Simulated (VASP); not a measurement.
# ZnS: parallel tempering

ZnS, F-43m (no. 216), 32 atoms in the cell. PBE, parallel tempering; PAW potentials Zn, S (PBE set).

Ensemble: parallel tempering; Forces from: machine-learned force field; Force field trained on: 24 atoms, 2x2x2 mesh; Temperatures (K): 400, 420, 441, 463; Steps between swap attempts: 20.

## Input

01/INCAR:
```
ML_LMLFF = .TRUE.
ML_MODE = run
ML_OUTBLOCK = 10
IBRION = 0
ISYM = 0
ISIF = 2
NSW = 20000
POTIM = 2.0
MDALGO = 3
LANGEVIN_GAMMA = 10 10
RANDOM_SEED = 83192 0 0
IMAGES = 4
LTEMPER = .TRUE.
NTEMPER = 20
TEBEG = 400
TEEND = 400
```

02/INCAR:
```
ML_LMLFF = .TRUE.
ML_MODE = run
ML_OUTBLOCK = 10
IBRION = 0
ISYM = 0
ISIF = 2
NSW = 20000
POTIM = 2.0
MDALGO = 3
LANGEVIN_GAMMA = 10 10
RANDOM_SEED = 83193 0 0
IMAGES = 4
LTEMPER = .TRUE.
NTEMPER = 20
TEBEG = 420
TEEND = 420
```

03/INCAR:
```
ML_LMLFF = .TRUE.
ML_MODE = run
ML_OUTBLOCK = 10
IBRION = 0
ISYM = 0
ISIF = 2
NSW = 20000
POTIM = 2.0
MDALGO = 3
LANGEVIN_GAMMA = 10 10
RANDOM_SEED = 83194 0 0
IMAGES = 4
LTEMPER = .TRUE.
NTEMPER = 20
TEBEG = 441
TEEND = 441
```

04/INCAR:
```
ML_LMLFF = .TRUE.
ML_MODE = run
ML_OUTBLOCK = 10
IBRION = 0
ISYM = 0
ISIF = 2
NSW = 20000
POTIM = 2.0
MDALGO = 3
LANGEVIN_GAMMA = 10 10
RANDOM_SEED = 83195 0 0
IMAGES = 4
LTEMPER = .TRUE.
NTEMPER = 20
TEBEG = 463
TEEND = 463
```

INCAR:
```
ML_LMLFF = T
ML_MODE = run
ML_OUTBLOCK = 10
IBRION = 0
ISYM = 0
ISIF = 2
NSW = 20000
POTIM = 2.0
MDALGO = 3
LANGEVIN_GAMMA = 10 10
RANDOM_SEED = 83192 0 0
IMAGES = 4
LTEMPER = T
NTEMPER = 20
TEBEG = 400
TEEND = 400
```

KPOINTS:
```
k-points
0
Gamma
  1 1 1
```

01/POSCAR:
```
ZnS
1.0
    0.0000000000      5.4040000000      5.4040000000
    5.4040000000      0.0000000000      5.4040000000
   10.8080000000     10.8080000000      0.0000000000
Zn S
16 16
Direct
    0.3750000000      0.3750000000      0.1875000000
    0.3750000000      0.3750000000      0.4375000000
    0.3750000000      0.3750000000      0.6875000000
    0.3750000000      0.3750000000      0.9375000000
    0.3750000000      0.8750000000      0.1875000000
    0.3750000000      0.8750000000      0.4375000000
    0.3750000000      0.8750000000      0.6875000000
    0.3750000000      0.8750000000      0.9375000000
    0.8750000000      0.3750000000      0.1875000000
    0.8750000000      0.3750000000      0.4375000000
    0.8750000000      0.3750000000      0.6875000000
    0.8750000000      0.3750000000      0.9375000000
    0.8750000000      0.8750000000      0.1875000000
    0.8750000000      0.8750000000      0.4375000000
    0.8750000000      0.8750000000      0.6875000000
    0.8750000000      0.8750000000      0.9375000000
    0.0000000000      0.0000000000      0.0000000000
    0.0000000000      0.0000000000      0.2500000000
    0.0000000000      0.0000000000      0.5000000000
    0.0000000000      0.0000000000      0.7500000000
    0.0000000000      0.5000000000      0.0000000000
    0.0000000000      0.5000000000      0.2500000000
    0.0000000000      0.5000000000      0.5000000000
    0.0000000000      0.5000000000      0.7500000000
    0.5000000000      0.0000000000      0.0000000000
    0.5000000000      0.0000000000      0.2500000000
    0.5000000000      0.0000000000      0.5000000000
    0.5000000000      0.0000000000      0.7500000000
    0.5000000000      0.5000000000      0.0000000000
    0.5000000000      0.5000000000      0.2500000000
    0.5000000000      0.5000000000      0.5000000000
    0.5000000000      0.5000000000      0.7500000000
```

02/POSCAR:
```
ZnS
1.0
    0.0000000000      5.4040000000      5.4040000000
    5.4040000000      0.0000000000      5.4040000000
   10.8080000000     10.8080000000      0.0000000000
Zn S
16 16
Direct
    0.3750000000      0.3750000000      0.1875000000
    0.3750000000      0.3750000000      0.4375000000
    0.3750000000      0.3750000000      0.6875000000
    0.3750000000      0.3750000000      0.9375000000
    0.3750000000      0.8750000000      0.1875000000
    0.3750000000      0.8750000000      0.4375000000
    0.3750000000      0.8750000000      0.6875000000
    0.3750000000      0.8750000000      0.9375000000
    0.8750000000      0.3750000000      0.1875000000
    0.8750000000      0.3750000000      0.4375000000
    0.8750000000      0.3750000000      0.6875000000
    0.8750000000      0.3750000000      0.9375000000
    0.8750000000      0.8750000000      0.1875000000
    0.8750000000      0.8750000000      0.4375000000
    0.8750000000      0.8750000000      0.6875000000
    0.8750000000      0.8750000000      0.9375000000
    0.0000000000      0.0000000000      0.0000000000
    0.0000000000      0.0000000000      0.2500000000
    0.0000000000      0.0000000000      0.5000000000
    0.0000000000      0.0000000000      0.7500000000
    0.0000000000      0.5000000000      0.0000000000
    0.0000000000      0.5000000000      0.2500000000
    0.0000000000      0.5000000000      0.5000000000
    0.0000000000      0.5000000000      0.7500000000
    0.5000000000      0.0000000000      0.0000000000
    0.5000000000      0.0000000000      0.2500000000
    0.5000000000      0.0000000000      0.5000000000
    0.5000000000      0.0000000000      0.7500000000
    0.5000000000      0.5000000000      0.0000000000
    0.5000000000      0.5000000000      0.2500000000
    0.5000000000      0.5000000000      0.5000000000
    0.5000000000      0.5000000000      0.7500000000
```

03/POSCAR:
```
ZnS
1.0
    0.0000000000      5.4040000000      5.4040000000
    5.4040000000      0.0000000000      5.4040000000
   10.8080000000     10.8080000000      0.0000000000
Zn S
16 16
Direct
    0.3750000000      0.3750000000      0.1875000000
    0.3750000000      0.3750000000      0.4375000000
    0.3750000000      0.3750000000      0.6875000000
    0.3750000000      0.3750000000      0.9375000000
    0.3750000000      0.8750000000      0.1875000000
    0.3750000000      0.8750000000      0.4375000000
    0.3750000000      0.8750000000      0.6875000000
    0.3750000000      0.8750000000      0.9375000000
    0.8750000000      0.3750000000      0.1875000000
    0.8750000000      0.3750000000      0.4375000000
    0.8750000000      0.3750000000      0.6875000000
    0.8750000000      0.3750000000      0.9375000000
    0.8750000000      0.8750000000      0.1875000000
    0.8750000000      0.8750000000      0.4375000000
    0.8750000000      0.8750000000      0.6875000000
    0.8750000000      0.8750000000      0.9375000000
    0.0000000000      0.0000000000      0.0000000000
    0.0000000000      0.0000000000      0.2500000000
    0.0000000000      0.0000000000      0.5000000000
    0.0000000000      0.0000000000      0.7500000000
    0.0000000000      0.5000000000      0.0000000000
    0.0000000000      0.5000000000      0.2500000000
    0.0000000000      0.5000000000      0.5000000000
    0.0000000000      0.5000000000      0.7500000000
    0.5000000000      0.0000000000      0.0000000000
    0.5000000000      0.0000000000      0.2500000000
    0.5000000000      0.0000000000      0.5000000000
    0.5000000000      0.0000000000      0.7500000000
    0.5000000000      0.5000000000      0.0000000000
    0.5000000000      0.5000000000      0.2500000000
    0.5000000000      0.5000000000      0.5000000000
    0.5000000000      0.5000000000      0.7500000000
```

04/POSCAR:
```
ZnS
1.0
    0.0000000000      5.4040000000      5.4040000000
    5.4040000000      0.0000000000      5.4040000000
   10.8080000000     10.8080000000      0.0000000000
Zn S
16 16
Direct
    0.3750000000      0.3750000000      0.1875000000
    0.3750000000      0.3750000000      0.4375000000
    0.3750000000      0.3750000000      0.6875000000
    0.3750000000      0.3750000000      0.9375000000
    0.3750000000      0.8750000000      0.1875000000
    0.3750000000      0.8750000000      0.4375000000
    0.3750000000      0.8750000000      0.6875000000
    0.3750000000      0.8750000000      0.9375000000
    0.8750000000      0.3750000000      0.1875000000
    0.8750000000      0.3750000000      0.4375000000
    0.8750000000      0.3750000000      0.6875000000
    0.8750000000      0.3750000000      0.9375000000
    0.8750000000      0.8750000000      0.1875000000
    0.8750000000      0.8750000000      0.4375000000
    0.8750000000      0.8750000000      0.6875000000
    0.8750000000      0.8750000000      0.9375000000
    0.0000000000      0.0000000000      0.0000000000
    0.0000000000      0.0000000000      0.2500000000
    0.0000000000      0.0000000000      0.5000000000
    0.0000000000      0.0000000000      0.7500000000
    0.0000000000      0.5000000000      0.0000000000
    0.0000000000      0.5000000000      0.2500000000
    0.0000000000      0.5000000000      0.5000000000
    0.0000000000      0.5000000000      0.7500000000
    0.5000000000      0.0000000000      0.0000000000
    0.5000000000      0.0000000000      0.2500000000
    0.5000000000      0.0000000000      0.5000000000
    0.5000000000      0.0000000000      0.7500000000
    0.5000000000      0.5000000000      0.0000000000
    0.5000000000      0.5000000000      0.2500000000
    0.5000000000      0.5000000000      0.5000000000
    0.5000000000      0.5000000000      0.7500000000
```

Commands:
```
cat potpaw_PBE.64/Zn/POTCAR potpaw_PBE.64/S/POTCAR > POTCAR
cp ../ML_FF ML_FF
cp ../ML_FF 01/ML_FF
cp ../ML_FF 02/ML_FF
cp ../ML_FF 03/ML_FF
cp ../ML_FF 04/ML_FF
mpirun -np 8 vasp_std > vasp.out
```

## Result

Averages by image:

| Image | Mean temperature (K) | Mean potential energy (eV/atom) |
|---|---|---|
| 1 | 424 | -3.3731 |
| 2 | 423 | -3.3724 |
| 3 | 423 | -3.3726 |
| 4 | 423 | -3.3726 |

The forces come from a machine-learned force field (ML_FF), trained on the fly in a run of its own on 24 atoms, 2x2x2 mesh; that run isn't part of the input shown.

01/OSZICAR:
```
10 T=   291. E= -.10766562E+03 F= -.10886809E+03 E0= -.10886809E+03  EK= 0.12025E+01 SP= 0.00E+00 SK= 0.00E+00
     20 T=   285. E= -.10728054E+03 F= -.10845793E+03 E0= -.10845793E+03  EK= 0.11774E+01 SP= 0.00E+00 SK= 0.00E+00
[... electronic steps left out from here on, one line in 133 kept ...]
     30 T=   398. E= -.10707246E+03 F= -.10871681E+03 E0= -.10871681E+03  EK= 0.16444E+01 SP= 0.00E+00 SK= 0.00E+00
   1460 T=   443. E= -.10600247E+03 F= -.10783429E+03 E0= -.10783429E+03  EK= 0.18318E+01 SP= 0.00E+00 SK= 0.00E+00
   2880 T=   377. E= -.10589188E+03 F= -.10745092E+03 E0= -.10745092E+03  EK= 0.15590E+01 SP= 0.00E+00 SK= 0.00E+00
   4310 T=   545. E= -.10572098E+03 F= -.10797525E+03 E0= -.10797525E+03  EK= 0.22543E+01 SP= 0.00E+00 SK= 0.00E+00
   5730 T=   430. E= -.10579050E+03 F= -.10756821E+03 E0= -.10756821E+03  EK= 0.17777E+01 SP= 0.00E+00 SK= 0.00E+00
   7160 T=   488. E= -.10570534E+03 F= -.10772399E+03 E0= -.10772399E+03  EK= 0.20187E+01 SP= 0.00E+00 SK= 0.00E+00
   8580 T=   410. E= -.10598057E+03 F= -.10767811E+03 E0= -.10767811E+03  EK= 0.16975E+01 SP= 0.00E+00 SK= 0.00E+00
  10010 T=   403. E= -.10586015E+03 F= -.10752561E+03 E0= -.10752561E+03  EK= 0.16655E+01 SP= 0.00E+00 SK= 0.00E+00
  11440 T=   508. E= -.10568853E+03 F= -.10778842E+03 E0= -.10778842E+03  EK= 0.20999E+01 SP= 0.00E+00 SK= 0.00E+00
  12860 T=   432. E= -.10539202E+03 F= -.10717869E+03 E0= -.10717869E+03  EK= 0.17867E+01 SP= 0.00E+00 SK= 0.00E+00
  14290 T=   496. E= -.10579159E+03 F= -.10784132E+03 E0= -.10784132E+03  EK= 0.20497E+01 SP= 0.00E+00 SK= 0.00E+00
  15710 T=   378. E= -.10640843E+03 F= -.10797150E+03 E0= -.10797150E+03  EK= 0.15631E+01 SP= 0.00E+00 SK= 0.00E+00
  17140 T=   397. E= -.10631808E+03 F= -.10796031E+03 E0= -.10796031E+03  EK= 0.16422E+01 SP= 0.00E+00 SK= 0.00E+00
  18560 T=   389. E= -.10644817E+03 F= -.10805776E+03 E0= -.10805776E+03  EK= 0.16096E+01 SP= 0.00E+00 SK= 0.00E+00
  19990 T=   345. E= -.10687192E+03 F= -.10829955E+03 E0= -.10829955E+03  EK= 0.14276E+01 SP= 0.00E+00 SK= 0.00E+00
  20000 T=   325. E= -.10687001E+03 F= -.10821629E+03 E0= -.10821629E+03  EK= 0.13463E+01 SP= 0.00E+00 SK= 0.00E+00
```

VASP 6.6.1 took 104 s on 8 cores (Intel Xeon Platinum 8488C (Sapphire Rapids)), a shared host.
